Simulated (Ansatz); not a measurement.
Runs of Ansatz 0.2.0 on InGaAs2. Symmetry: P-4m2, No. 115, tetragonal system. Conventional cell: a = 4.225 Å, b = 4.225 Å, c = 5.962 Å, α = 90.00°, β = 90.00°, γ = 90.00°. In (site symmetry -4m2) has 4 As at 2.65 Å as nearest neighbours. As (site symmetry 2mm) has 2 Ga at 2.52 Å and 2 In at 2.65 Å as nearest neighbours. Ga (site symmetry -4m2) is surrounded by 4 As at 2.52 Å. The cell comes from a database or a generator and needn't be the stable form of this composition.

```tsv
task	level	spin	k mesh	cutoff (eV)	points for each segment of the path	gap on the mesh (eV)	pressure (GPa)	largest force (eV/Å)
band structure	r2SCAN	off	6 × 6 × 5	500	14	none	(b)	0.06
phonons	PBEsol	off	6 × 6 × 4	420	-	none	-	-
band structure	PBEsol	SOC, no magnetisation	6 × 6 × 5	420	14	(a)	-2.6	0.03
band structure	LDA	off	6 × 6 × 5	420	14	none	-4.3	0.02
```

Alike in all rows: potentials or basis Ansatz PAW; cell as given; smearing fermi-dirac 0.05 eV.

Question: Estimate the missing entries.

Answer: (a) 0.06; (b) -2.3.

Caveats: the PAW data sets come from PBE, with cores solved anew for the run's functional, which leaves a small shift of forces and pressure; spin-orbit coupling is left out, which moves the levels of the heavy elements (some runs).

A k mesh can miss the band edges, and rows without SOC leave out spin-orbit coupling on As, Ga, In.

A gap of «none» marks a metal or a gap under the smearing width.
